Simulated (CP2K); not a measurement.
BaTe, 2 atoms in the cell. Symmetry: Fm-3m, No. 225, cubic system. Conventional cell: a = 6.820 Å, b = 6.820 Å, c = 6.820 Å, α = 90.00°, β = 90.00°, γ = 90.00°. Around Ba (site symmetry m-3m) lie 6 Te at 3.41 Å. Te (site symmetry m-3m) is surrounded by 6 Ba at 3.41 Å. 

| Item | Value |
| --- | --- |
| Program | CP2K 2026.2 |
| Task | band structure |
| Functional | LDA |
| Potentials or basis | GTH_POTENTIALS Ba GTH-PADE-q10, Te GTH-PADE-q6; TZVP-MOLOPT-PBE-GTH basis |
| Density cutoff | 6123 eV |
| k mesh | 7 × 7 × 7 |
| Occupations | fermi-dirac, width 0.01 eV |
| Spin | no spin polarisation |
| SCF solver | diagonalisation with k points |
| Quickstep method | GPW |
| EPS_DEFAULT | 1.0E-9 |
| EPS_SCF | 1.0E-6 |
| MAX_SCF | 100 |
| SCF_GUESS | ATOMIC |
| k points reduced by the point group | yes |
| Mesh centred on Gamma | yes |
| CHOLESKY | OFF |
| EPS_EIGVAL | 1.0E-7 |
| MIXING METHOD | BROYDEN_MIXING |
| MIXING ALPHA | 0.4 |
| NBUFFER | 8 |
| NGRIDS | 5 |
| Basis sets | Ba TZVP-MOLOPT-PBE-GTH-q10, Te TZVP-MOLOPT-PBE-GTH-q6 |
| Potentials | Ba GTH-PADE-q10 of GTH_POTENTIALS, Te GTH-PADE-q6 of GTH_POTENTIALS |
| ADDED_MOS | [10] |
| Points a segment of the path (NPOINTS) | 6 |
| Bands added on the path | 6 |
| REL_CUTOFF (Ry) | 60 Ry |
| MIXING BETA (1/bohr) | 1.5 1/bohr |
| CUTOFF of the grids | 450 Ry |

Potentials or basis: GTH_POTENTIALS Ba GTH-PADE-q10, Te GTH-PADE-q6; TZVP-MOLOPT-PBE-GTH basis.

Launch:

```console
$ OMP_NUM_THREADS=1 cp2k.psmp -i bate_bands.inp -o bate_bands.out
```

Hardware: 1 thread of Intel(R) Xeon(R) Platinum 8259CL CPU @ 2.50GHz (Skylake/Cascade Lake), on a shared host.

How long does it take, and how much memory?

Run time: 64 s on 1 thread of Intel(R) Xeon(R) Platinum 8259CL CPU @ 2.50GHz (Skylake/Cascade Lake), on a shared host, peak memory 0.41 GiB. Counts: scf iterations 13, k points 20, basis 44, bands 18, force evaluations 1.
